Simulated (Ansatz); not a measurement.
**Pt (omega type): how the settings move a single-point run**

How sensitive is a single-point run of Pt (omega type) to its settings? A reference run comes first, then one run with altered input.

Program: Ansatz 0.2.0. Level of theory: reference: DFT, PBE, norm-conserving pseudopotentials, Ansatz's default files, scalar-relativistic. These are calculated values, not measurements.

## 1. The structure to begin with

It takes space group P6/mmm (No. 191, hexagonal). The conventional cell has a = 3.481 Å, b = 3.481 Å, c = 2.062 Å, α = 90.00°, β = 90.00°, γ = 120.00°. Around Pt (site symmetry 6/mmm) lie 14 Pt at 2.06 to 2.26 Å. Around Pt (site symmetry -6m2) lie 11 Pt at 2.01 to 2.26 Å.

As a file:

```
CELL_PARAMETERS angstrom
3.48067 0.00000 0.00000
-1.74033 3.01435 0.00000
0.00000 0.00000 2.06217
ATOMIC_POSITIONS crystal
Pt 0.00000 0.00000 0.00000
Pt 0.33333 0.66667 0.50000
Pt 0.66667 0.33333 0.50000
```

## 2. Baseline

Input file input.yaml:

```yaml
crystal:
  lattice:
    - [3.4806683669, 0.0, 0.0]
    - [-1.7403341834, 3.0143472279, 0.0]
    - [0.0, 0.0, 2.0621675385]
  atoms:
    - { symbol: Pt, position: [0.0, 0.0, 0.0] }
    - { symbol: Pt, position: [0.3333333333, 0.6666666667, 0.5] }
    - { symbol: Pt, position: [0.6666666667, 0.3333333333, 0.5] }
kpoints:
  mp_grid: { grid: [9, 9, 12] }
scf:
  occupations: { method: fermi_dirac, width: 0.08 }
hamiltonian:
  xc: pbe
  pseudopotentials: { kind: nc }
output:
  forces: true
  stress: true
  eigenvalues: true
```

Run with:

```bash
$ ansatz run input.yaml --threads 1 --pin off --max-ram 3072MiB --backend cpu --events-out ev --progress --plain --runs-dir out
```

## 3. Variant: occupations.method tetrahedron, lower_state_search standard, ecutwfc 25.7 Ry, width left out

Edit input.yaml of step 2 so:

```diff
@@ -12,3 +12,4 @@
 scf:
-  occupations: { method: fermi_dirac, width: 0.08 }
+  occupations: { method: tetrahedron }
+  lower_state_search: standard
 hamiltonian:
@@ -20 +21,3 @@
   eigenvalues: true
+basis:
+  ecutwfc: "25.7 Ry"
```

Before running it: what results should come out? Wanted: for each run, ending; energy change; pressure; gap; force.

**Answer**, as computed:

| run | ending | energy change | pressure (GPa) | gap (eV) | force (eV/Å) | cycles | time |
| --- | --- | --- | --- | --- | --- | --- | --- |
| reference | converged | 0 | 1391.7 | 0.00 | 0.00 | 7 | 7.6 s |
| 1: occupations.method tetrahedron, lower_state_search standard, ecutwfc 25.7 Ry, width left out | converged | +21.08 eV/atom (σ→0) | 1413.2 | 0.00 | 0.00 | 7 | 1.6 s |

Residual by cycle in the longest SCF loop of each run; runs are numbered as in the table. The quantity is the density residual dr2, in eV.

| cycle | reference | run 1 |
| --- | --- | --- |
| 1 | 0.146 | 2.26 |
| 2 | 0.0444 | 0.561 |
| 3 | 0.00266 | 0.00336 |
| 4 | 7.2e-4 | 0.00367 |
| 5 | 2.4e-5 | 7.3e-6 |
| 6 | 6.4e-7 | 1.8e-7 |
| 7 | 1.4e-8 | 3.7e-9 |

Changing the smearing, search for lower states and cutoff moves the energy by +21.08 eV/atom (σ→0 values), and the pressure goes from 1391.7 to 1413.2 GPa. The log warns that the cutoff is under what these potentials recommend, so the shift holds truncation error. Cost: 1.6 s against 7.6 s. Run 1 ran under the cutoff that the potentials recommend, as the log warns, so basis error is mixed into its values. The structure is not at rest: the sound run finds 1392 GPa, so these are no properties of the relaxed crystal. 
